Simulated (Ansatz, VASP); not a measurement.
**Two plane-wave programs on V**

```
V
1.0
     4.76311    0.00000    0.00000
     0.00000    4.76311    0.00000
     0.00000    0.00000    4.76311
V
8
Direct
  0.00000 0.00000 0.00000
  0.50000 0.50000 0.50000
  0.25000 0.00000 0.50000
  0.75000 0.00000 0.50000
  0.50000 0.25000 0.00000
  0.50000 0.75000 0.00000
  0.00000 0.50000 0.25000
  0.00000 0.50000 0.75000
```

Alike in both runs: functional r2SCAN; k mesh 5 × 5 × 5; occupations fermi-dirac, width 0.1 eV; no spin polarisation.

Ansatz relaxed the structure, and its values are those at the end. VASP's run is a single point on that final structure, the one shown.

```csv
,VASP,Ansatz
version,VASP 6.6.1,Ansatz 0.2.0
potentials or method,"VASP PAW PBE potentials, release 64 (V_sv)","plane waves (500 eV) with PAW, scalar-relativistic"
plane-wave cutoff (eV),520,500
valence electrons in the cell,104,104
```

|  | VASP | Ansatz | Ansatz less VASP |
| --- | --- | --- | --- |
| pressure (GPa) | 0.7 | 0.0 | -0.68 |

Caveats: the PAW data sets were made with another functional, which shifts forces and pressure a little (VASP).
